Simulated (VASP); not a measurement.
Method: SCAN meta-GGA, VASP's PBE PAW potentials (set 64) (plane waves; VASP).

The input files of a VASP run:

### POSCAR
```
InN
1
    0.0000000000     2.4966948092     2.4966948092
    2.4966948092     0.0000000000     2.4966948092
    2.4966948092     2.4966948092    -0.0000000000
In N
1 1
Direct
  0.0000000000   0.0000000000   0.0000000000
  0.2500000000   0.2500000000   0.2500000000
```

### KPOINTS
```
Automatic mesh
0
Gamma
14 14 14
0 0 0
```

**KPOINTS_OPT**
```
k-points along high-symmetry lines
10
Line-mode
Reciprocal
  0.000000   0.000000   0.000000 ! GAMMA
 -0.500000  -0.500000   0.000000 ! X

 -0.500000  -0.500000   0.000000 ! X
 -0.375000  -0.375000   0.250000 ! U

 -0.375000   0.000000   0.375000 ! K
  0.000000   0.000000   0.000000 ! GAMMA

  0.000000   0.000000   0.000000 ! GAMMA
 -0.000000   0.000000   0.500000 ! L

 -0.000000   0.000000   0.500000 ! L
 -0.500000  -0.250000   0.250000 ! W

 -0.500000  -0.250000   0.250000 ! W
 -0.500000  -0.500000   0.000000 ! X
```

**INCAR**
```
LWAVE=.False.
ISMEAR=-5   ! tetrahedra, Bloechl
PREC=Accurate
LASPH=.True.   ! aspherical one-centre terms
ENCUT=520   ! plane-wave cut-off (eV)
NEDOS=601   ! DOS grid
EDIFF=1E-7   ! SCF stop (eV)
LCHARG=.False.
METAGGA=SCAN
ALGO=Normal
LREAL=.False.
SYSTEM=InN
NELM=100   ! most electronic steps
ISIF=2
LMAXMIX=4
LORBIT=11   ! lm-projected
LMIXTAU=.True.
```

POTCAR, in this order: In_d N (PBE.64 set). Program: vasp_std.

What VASP printed:

**OUTCAR**
```
 ion  position               nearest neighbor table
   1  0.000  0.000  0.000-   2 2.16   2 2.16   2 2.16   2 2.16
   2  0.250  0.250  0.250-   1 2.16   1 2.16   1 2.16   1 2.16
  LATTYP: Found a face centered cubic cell.
 ALAT       =     4.9933896184
 Subroutine PRICEL returns:
 Original cell was already a primitive cell.
 Subroutine GETGRP returns: Found 24 space group operations
The static configuration has the point symmetry T_d .
The dynamic configuration has the point symmetry T_d .
 Subroutine INISYM returns: Found 24 space group operations
 Subroutine IBZKPT returns following result:
 Found    104 irreducible k-points:

 Following reciprocal coordinates:
            Coordinates               Weight
  0.000000  0.000000  0.000000      1.000000
  0.071429  0.000000  0.000000      8.000000
  0.142857  0.000000  0.000000      8.000000
  0.214286  0.000000  0.000000      8.000000
  0.285714  0.000000  0.000000      8.000000
  0.357143  0.000000  0.000000      8.000000
  0.428571  0.000000  0.000000      8.000000
  0.500000  0.000000  0.000000      4.000000
  0.071429  0.071429  0.000000      6.000000
  0.142857  0.071429  0.000000     24.000000
  0.214286  0.071429  0.000000     24.000000
  0.285714  0.071429  0.000000     24.000000
  0.357143  0.071429  0.000000     24.000000
  0.428571  0.071429  0.000000     24.000000
  0.500000  0.071429  0.000000     24.000000
 -0.428571  0.071429  0.000000     24.000000
 -0.357143  0.071429  0.000000     24.000000
 -0.285714  0.071429  0.000000     24.000000
 -0.214286  0.071429  0.000000     24.000000
 -0.142857  0.071429  0.000000     24.000000
 -0.071429  0.071429  0.000000     12.000000
  0.142857  0.142857  0.000000      6.000000
  0.214286  0.142857  0.000000     24.000000
  0.285714  0.142857  0.000000     24.000000
  0.357143  0.142857  0.000000     24.000000
  0.428571  0.142857  0.000000     24.000000
  0.500000  0.142857  0.000000     24.000000
 -0.428571  0.142857  0.000000     24.000000
 -0.357143  0.142857  0.000000     24.000000
 -0.285714  0.142857  0.000000     24.000000
 -0.214286  0.142857  0.000000     24.000000
 -0.142857  0.142857  0.000000     12.000000
  0.214286  0.214286  0.000000      6.000000
  0.285714  0.214286  0.000000     24.000000
  0.357143  0.214286  0.000000     24.000000
  0.428571  0.214286  0.000000     24.000000
  0.500000  0.214286  0.000000     24.000000
 -0.428571  0.214286  0.000000     24.000000
 -0.357143  0.214286  0.000000     24.000000
 -0.285714  0.214286  0.000000     24.000000
   k-points           NKPTS =    104   k-points in BZ     NKDIM =    104   number of bands    NBANDS=     13
   number of dos      NEDOS =    601   number of ions     NIONS =      2
   total plane-waves  NPLWV =  21952
   dimension x,y,z NGX =    28 NGY =   28 NGZ =   28
   dimension x,y,z NGXF=    56 NGYF=   56 NGZF=   56
   ions per type =               1   1
   PREC   = accura    normal or accurate (medium, high low for compatibility)
   ISTART =      0    job   : 0-new  1-cont  2-samecut
   ICHARG =      2    charge: 1-file 2-atom 10-const
   ISPIN  =      1    spin polarized calculation?
   LNONCOLLINEAR =      F non collinear calculations
   LSORBIT =      F    spin-orbit coupling
   INIWAV =      1    electr: 0-lowe 1-rand  2-diag
   ENCUT  =  520.0 eV  38.22 Ry    6.18 a.u.   6.57  6.57  6.57*2*pi/ulx,y,z
   NELM   =    100;   NELMIN=  2; NELMDL= -5     # of ELM steps
   EDIFF  = 0.1E-06   stopping-criterion for ELM
   LREAL  =      F    real-space projection
   NLSPLINE    = F    spline interpolate recip. space projectors
   LMAXMIX     =    4 max onsite mixed and CHGCAR
...
```

File OSZICAR:
```
       N       E                     dE             d eps       ncg     rms          rms(c)
DAV:   1     0.976682818133E+02    0.97668E+02   -0.92922E+03  2730   0.188E+03
DAV:   2    -0.374601087739E+02   -0.13513E+03   -0.12949E+03  2969   0.383E+02
DAV:   3    -0.487902475466E+02   -0.11330E+02   -0.11178E+02  3277   0.114E+02
DAV:   4    -0.490950347316E+02   -0.30479E+00   -0.30443E+00  3102   0.201E+01
DAV:   5    -0.491077752029E+02   -0.12740E-01   -0.12740E-01  3782   0.376E+00    0.925E+00
DAV:   6    -0.417666361047E+02    0.73411E+01   -0.95658E+00  4086   0.775E+01    0.586E+00
DAV:   7    -0.426359774741E+02   -0.86934E+00   -0.10192E+00  3308   0.234E+01    0.354E+00
DAV:   8    -0.429158215178E+02   -0.27984E+00   -0.28081E-01  2704   0.794E+00    0.138E+00
DAV:   9    -0.426714731963E+02    0.24435E+00   -0.19252E-01  2704   0.690E+00    0.850E-01
DAV:  10    -0.426809710496E+02   -0.94979E-02   -0.64541E-03  3104   0.985E-01    0.115E+00
DAV:  11    -0.427440899196E+02   -0.63119E-01   -0.48024E-02  2704   0.313E+00    0.189E+00
DAV:  12    -0.427493948046E+02   -0.53049E-02   -0.19587E-03  2754   0.659E-01    0.199E+00
DAV:  13    -0.427543694794E+02   -0.49747E-02   -0.23364E-03  2704   0.653E-01    0.267E+00
DAV:  14    -0.427566383035E+02   -0.22688E-02   -0.13142E-02  2804   0.199E+00    0.697E-01
DAV:  15    -0.427560139568E+02    0.62435E-03   -0.15730E-03  3124   0.545E-01    0.177E+00
DAV:  16    -0.427622144331E+02   -0.62005E-02   -0.37809E-03  2709   0.963E-01    0.212E+00
DAV:  17    -0.427610968912E+02    0.11175E-02   -0.13710E-03  2704   0.588E-01    0.271E+00
DAV:  18    -0.427639974368E+02   -0.29005E-02   -0.19187E-03  3024   0.612E-01    0.966E-01
DAV:  19    -0.427647002196E+02   -0.70278E-03   -0.44232E-04  2704   0.253E-01    0.346E-01
DAV:  20    -0.427647949804E+02   -0.94761E-04   -0.19825E-05  2852   0.597E-02    0.277E-01
DAV:  21    -0.427652104878E+02   -0.41551E-03   -0.92802E-05  2724   0.138E-01    0.506E-02
DAV:  22    -0.427652455247E+02   -0.35037E-04   -0.36173E-05  2734   0.568E-02    0.744E-02
DAV:  23    -0.427652434570E+02    0.20677E-05   -0.29754E-06  2774   0.245E-02    0.857E-02
DAV:  24    -0.427651898634E+02    0.53594E-04   -0.44917E-06  2724   0.376E-02    0.354E-02
DAV:  25    -0.427651721490E+02    0.17714E-04   -0.44058E-06  2719   0.326E-02    0.155E-02
DAV:  26    -0.427651597078E+02    0.12441E-04   -0.93268E-07  2749   0.120E-02    0.517E-03
DAV:  27    -0.427651568460E+02    0.28618E-05   -0.38234E-08  1982   0.252E-03    0.309E-03
DAV:  28    -0.427651562100E+02    0.63592E-06   -0.19398E-08  1477   0.264E-03    0.178E-03
DAV:  29    -0.427651551139E+02    0.10961E-05   -0.81232E-09  1397   0.202E-03    0.928E-04
DAV:  30    -0.427651545078E+02    0.60615E-06   -0.29341E-09  1392   0.770E-04    0.446E-04
DAV:  31    -0.427651543638E+02    0.14397E-06   -0.10547E-09  1377   0.609E-04    0.348E-04
DAV:  32    -0.427651541586E+02    0.20519E-06   -0.30219E-10  1387   0.293E-04    0.161E-04
DAV:  33    -0.427651541123E+02    0.46284E-07   -0.10217E-10  1382   0.159E-04
   1 F= -.42765154E+02 E0= -.42765154E+02  d E =0.000000E+00
       N       E                     dE             ncg
```

OUTCAR:
```
------------------------ aborting loop because EDIFF is reached ----------------------------------------
  FORCE on cell =-STRESS in cart. coord.  units (eV):
  Direction    XX          YY          ZZ          XY          YZ          ZX
  --------------------------------------------------------------------------------------
  Total        0.0154275      0.0154275      0.0154275      0.0000000     -0.0000000     -0.0000000
  in kB        0.7941072      0.7941072      0.7941072      0.0000000     -0.0000000     -0.0000000
  external PRESSURE =       0.7941072 kB  Pullay stress =       0.0000000 kB
  volume of cell :       31.13
      direct lattice vectors                 reciprocal lattice vectors
     0.000000000  2.496694809  2.496694809    -0.200264765  0.200264765  0.200264765
     2.496694809  0.000000000  2.496694809     0.200264765 -0.200264765  0.200264765
     2.496694809  2.496694809  0.000000000     0.200264765  0.200264765 -0.200264765
 POSITION                                       TOTAL-FORCE (eV/Angst)
 -----------------------------------------------------------------------------------
      0.00000      0.00000      0.00000        -0.000000     -0.000000     -0.000000
      1.24835      1.24835      1.24835         0.000000      0.000000      0.000000
 -----------------------------------------------------------------------------------
    total drift:                               -0.000071     -0.000071     -0.000071
  FREE ENERGIE OF THE ION-ELECTRON SYSTEM (eV)
  ---------------------------------------------------
  free  energy   TOTEN  =       -42.7651541123 eV

  energy  without entropy=      -42.7651541123  energy(sigma->0) =      -42.76515411

 total charge

# of ion       s       p       d       tot
------------------------------------------
    1        0.772   0.807  10.003  11.582
    2        1.254   2.428   0.000   3.683
--------------------------------------------------
tot          2.027   3.235  10.003  15.264
```
(Selected blocks of OUTCAR.)

For a metal the tetrahedron method with Blöchl corrections gives inexact stress and forces.

The compound is InN in the zinc blende structure, a metastable form; wurtzite is the usual one. It was relaxed first.
